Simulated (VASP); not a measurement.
## VASP 6.6.1 run: KCl

INCAR

```
LWAVE = .FALSE.
ALGO = All
IBRION = -1
LASPH = .TRUE.
ISMEAR = -1
ISIF = 2
LREAL = .FALSE.
GGA = PE
NELM = 120
LCHARG = .FALSE.
NELMIN = 8
EDIFF = 1E-7
PREC = Accurate
NBANDS = 15
ENCUT = 520
SIGMA = 0.02
NSW = 0
```

KPOINTS

```
KPOINTS created by Atomic Simulation Environment
0
Gamma
6 6 6
0 0 0
```

POSCAR

```
K  Cl
 1.0000000000000000
    -0.0116909428000000    3.4955918876999998    3.4955918876999998
     3.4955918876999998   -0.0116909428000000    3.4955918876999998
     3.4955918876999998    3.4955918876999998   -0.0116909428000000
 K   Cl
   1   1
Cartesian
 -0.0015126629294880 -0.0015126629294880 -0.0015126629294880
  1.7463858710794884  1.7463858710794884  1.7463858710794884
```

The recommended PBE PAW datasets give the neutral cell 16 valence electrons.

Command

```
mpirun -np 1 vasp_std
```

Problem. How does this run end, and what does it give?

Solution. It converged. Results: gap between bands v and c on the k mesh 4.78 eV; least direct gap on the k mesh 4.82 eV; pressure 0.4 GPa. Band v is the last that the valence electrons fill when counted band by band, and c is the next.

OSZICAR

```
N       E                     dE             d eps       ncg     rms           ort
DAV:   1     0.102812348126E+03    0.10281E+03   -0.77498E+03   480   0.964E+02
DAV:   2     0.942298286054E+00   -0.10187E+03   -0.93516E+02   480   0.223E+02
DAV:   3    -0.679260831267E+01   -0.77349E+01   -0.76935E+01   480   0.552E+01
DAV:   4    -0.709772668238E+01   -0.30512E+00   -0.30503E+00   480   0.100E+01
DAV:   5    -0.709956664914E+01   -0.18400E-02   -0.18399E-02   480   0.895E-01
SDA:   6    -0.599233620013E+01    0.11072E+01   -0.18399E-02   480   0.274E+01   0.000E+00
CGA:   7    -0.654523969370E+01   -0.55290E+00   -0.55302E+00   480   0.146E+00  -0.282E-01
CGA:   8    -0.659494655480E+01   -0.49707E-01   -0.49867E-01   480   0.559E-01  -0.952E-03
CGA:   9    -0.661374350183E+01   -0.18797E-01   -0.18888E-01   480   0.127E-01  -0.689E-03
CGA:  10    -0.661677275729E+01   -0.30293E-02   -0.30291E-02   480   0.268E-02   0.161E-04
CGA:  11    -0.661745579925E+01   -0.68304E-03   -0.68316E-03   480   0.391E-03  -0.425E-05
CGA:  12    -0.661756845879E+01   -0.11266E-03   -0.11318E-03   480   0.983E-04  -0.892E-05
CGA:  13    -0.661760015489E+01   -0.31696E-04   -0.31639E-04   480   0.358E-04   0.625E-06
CGA:  14    -0.661761362425E+01   -0.13469E-04   -0.13320E-04   480   0.150E-04   0.121E-05
CGA:  15    -0.661762020191E+01   -0.65777E-05   -0.68172E-05   480   0.707E-05  -0.133E-05
CGA:  16    -0.661762286537E+01   -0.26635E-05   -0.27803E-05   480   0.225E-05  -0.755E-06
CGA:  17    -0.661762357434E+01   -0.70897E-06   -0.70835E-06   480   0.598E-06   0.105E-07
SDA:  18    -0.661762383068E+01   -0.25634E-06   -0.29698E-06   480   0.293E-06  -0.208E-06
CGA:  19    -0.661762392445E+01   -0.93766E-07   -0.93734E-07   480   0.440E-07   0.121E-07
   1 F= -.66176239E+01 E0= -.66176239E+01  d E =-.916663E-11
```

For comparison, a separate PBE run of the intended cell, on usual settings and not on those above, gives a gap of 4.78 eV on its mesh and a pressure of 0.4 GPa.
